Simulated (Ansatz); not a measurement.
Li: from a trial structure to a relaxed crystal

These are results of DFT PBE, scalar-relativistic, plane waves, PAW (Ansatz 0.2.0), not measurements. Cutoff 420 eV, Γ-centred k mesh, Gaussian smearing, no spin polarisation in the final step.

Li was placed on the alpha-boron structure type (R-3m, No. 166), at a guessed volume.

```
CELL_PARAMETERS angstrom
3.53114 2.03870 6.02201
-3.53114 2.03870 6.02201
0.00000 -4.07741 6.02201
ATOMIC_POSITIONS crystal
Li 0.01019 0.65361 0.01019
Li 0.01019 0.01019 0.65361
Li 0.65361 0.01019 0.01019
Li 0.98981 0.34639 0.98981
Li 0.34639 0.98981 0.98981
Li 0.98981 0.98981 0.34639
Li 0.22118 0.63060 0.22118
Li 0.22118 0.22118 0.63060
Li 0.63060 0.22118 0.22118
Li 0.77882 0.36940 0.77882
Li 0.36940 0.77882 0.77882
Li 0.77882 0.77882 0.36940
```

Cell and atoms relax at zero pressure; the relaxation can't lower the symmetry of the start. After a coarse first stage the cell is made exact in the group found at 0.06 Å.

Energies count from the standard state of Li at the same level.

Question: What does it relax into?

Answer: It keeps R-3m (No. 166), but not the shape of the type it started on. Conventional cell: a = 5.815 Å, c = 29.560 Å. Li on Wyckoff site h (6 atoms of the primitive cell) is coordinated by 7 Li at 2.76–2.92 Å; Li on Wyckoff site h (6 atoms of the primitive cell) is coordinated by 8 Li at 2.88–2.93 Å.

Space group R-3m:H (No. 166). a = 5.815 Å, b = 5.815 Å, c = 29.560 Å, α = 90.00°, β = 90.00°, γ = 120.00°
```
atom site symmetry x y z
  Li   18h        .m  0.1668  0.8332  0.8801
  Li   18h        .m  0.5015  0.4985  0.7061
```

Question: What are its volume, energy, density and gap?

Answer: The volume per atom is 24.04 Å³ and the density is 0.48 g/cm³. The energy over the standard structure is 0.20 eV/atom and the gap on the 9×9×9 mesh is 0 eV (a metal).

The final run used a 9×9×9 mesh on its 12-atom cell and 0.10 eV smearing. The k mesh leaves about 4 meV/atom of noise in metals. Symmetry constrained the relaxation, so the result can be a saddle point.